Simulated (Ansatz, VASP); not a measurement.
Na in VASP and in Ansatz

```
Na
1.0
    -2.09856    2.09856    2.09856
     2.09856   -2.09856    2.09856
     2.09856    2.09856   -2.09856
Na
1
Direct
  0.00000 0.00000 0.00000
```

Alike in both runs: task single point; functional PBE; k mesh 11 × 11 × 11; occupations methfessel-paxton of order 1, width 1 eV; no spin polarisation.

```csv
,VASP,Ansatz
version,VASP 6.6.1,Ansatz 0.2.0
potentials or method,"VASP PAW PBE potentials, release 64 (Na_pv)","plane waves (420 eV) with PAW, scalar-relativistic"
plane-wave cutoff (eV),520,420
valence electrons in the cell,7,9
```

```tsv
	VASP	Ansatz	Ansatz less VASP
pressure (GPa)	0.0	0.0	+0.02
```

The two sets of potentials don't hold the same shells in valence.
